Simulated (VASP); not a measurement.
BeSe:

```
Be Se
1.0
     0.00000    2.53500    2.53500
     2.53500    0.00000    2.53500
     2.53500    2.53500    0.00000
Be Se
1 1
Direct
  0.00000 0.00000 0.00000
  0.25000 0.25000 0.25000
```

The cell was built by a generator and needn't be a form met in nature.

```yaml
Program: VASP 6.6.1
Task: relaxation of cell and atoms
Functional: PBEsol
Potentials_or_basis: VASP PAW PBE potentials, release 64 (Be, Se)
Cutoff: 600 eV
k_mesh: 10 × 10 × 10
Occupations: gaussian, width 0.03 eV
Spin: no spin polarisation
```

At the start: pressure 3.3 GPa; volume 16.29 Å³/atom.

Task: Where does the relaxation end?

Result: Over 3 steps the energy falls by 6.3 meV/atom and the volume is 16.92 Å³/atom (+3.9 %); space group F-43m (No. 216, to 0.05 Å).

Step by step:
```
step  energy change (eV)  largest force (eV/Å)  pressure (GPa)  volume (Å³)
   1              0.0000                0.0000            3.28        32.58
   2             -0.0119                0.0000           -0.78        34.18
   3             -0.0126                0.0000            0.03        33.85
```

Final structure:
```cif
data_structure
_symmetry_space_group_name_H-M 'P 1'
_symmetry_Int_Tables_number 1
_cell_length_a 3.6309
_cell_length_b 3.6309
_cell_length_c 3.6309
_cell_angle_alpha 60.000
_cell_angle_beta 60.000
_cell_angle_gamma 60.000
_cell_volume 33.85
loop_
_atom_site_label
_atom_site_type_symbol
_atom_site_fract_x
_atom_site_fract_y
_atom_site_fract_z
_atom_site_occupancy
Be1 Be 0.00000 0.00000 0.00000 1
Se1 Se 0.25000 0.25000 0.25000 1
```

Caveat: the PAW data sets were made with another functional, which shifts forces and pressure a little.
